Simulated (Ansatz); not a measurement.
CaSe in the rocksalt structure, relaxed with r2SCAN in Ansatz: space group Fm-3m (No. 225), cubic; conventional cell a = 5.935 Å, 26.13 Å³ an atom. Ca has 6 Se at 2.97 Å; Se has 6 Ca at 2.97 Å. The cell was then strained (x, y and z are the cube axes), with the atoms relaxed again; stress is positive in compression. The values are computed, spin-unpolarised, and not measurements.

- Uniaxial -1.34 % along x, other directions held: r2SCAN's stress changes by +1.69 GPa along the strain and +0.27 GPa across it.
- Isotropic -1.0 % on every length: the pressure changes by +1.67 GPa, and the HSE06 gap (Γ → X) goes from 2.999 to 2.920 eV.
- Epitaxial strain of +1.0 % in the (001) plane: the free normal strain is -0.34 % and the in-plane stress changes by -1.21 GPa.
- Uniaxial strain of -1.56 % along [111], atoms relaxed: the xy stress changes by +0.306 GPa.

(1) Estimate C₁₁, C₁₂ and the bulk modulus from the uniaxial step.

(2) What bulk modulus does the isotropic step give?

(3) Give the volume deformation potential of that gap and its pressure coefficient.

(4) What do the film's normal strain and stress say about the elastic constants?

(5) How much elastic energy does the film store, with 26.13 Å³ an atom?

(6) Estimate C₄₄.

Results:

(1) With compression positive, C₁₁ ≈ −Δσ∥/ε = (-1.69)/(-0.0134) = 126 GPa and C₁₂ ≈ (-0.27)/(-0.0134) = 20 GPa; B = (C₁₁ + 2C₁₂)/3 = 55 GPa. A one-sided step carries third-order terms: it reads high by some per cent.

(2) Δ ln V = 3 ln(0.9900) = -0.0302, so B ≈ −ΔP/Δ ln V = 55 GPa, against 55 GPa from C₁₁ and C₁₂; one-sided steps of finite size carry third-order terms.

(3) a_V = ΔE_g/Δ ln V = (-0.079)/(-0.0302) = +2.62 eV; dE_g/dP = −a_V/B = -47 meV/GPa, with HSE06's gap and r2SCAN's modulus.

(4) ε⊥/ε∥ = (-0.0034)/(+0.0100) = -0.34, which linear elasticity sets to −2C₁₂/C₁₁ = -0.32 from the uniaxial step. The biaxial modulus is M = −Δσ/ε∥ = 121 GPa (C₁₁ + C₁₂ − 2C₁₂²/C₁₁ = 140 GPa).

(5) u = M ε∥² = −Δσ ε∥ = +1.21 × (+0.0100) = 0.0121 GPa, and 1 GPa Å³ is 6.2415 meV: 1.97 meV an atom. The total energies of the two runs differ by 2.06 meV an atom.

(6) A strain ε along [111] has ε_xy = ε/3 = -0.00520, an engineering shear of 2ε/3, so C₄₄ ≈ −Δσ_xy/(2ε/3) = 29 GPa, atoms relaxed.

Spin-orbit coupling is left out.

Where an edge lies off the special points, it is a point of the mesh or the k point where a search put PBE's edge or least direct gap, reused for the other functionals, whose own edges may lie a little apart.

The meshes of the hybrids are coarse, so their gaps aren't converged to the digits shown.
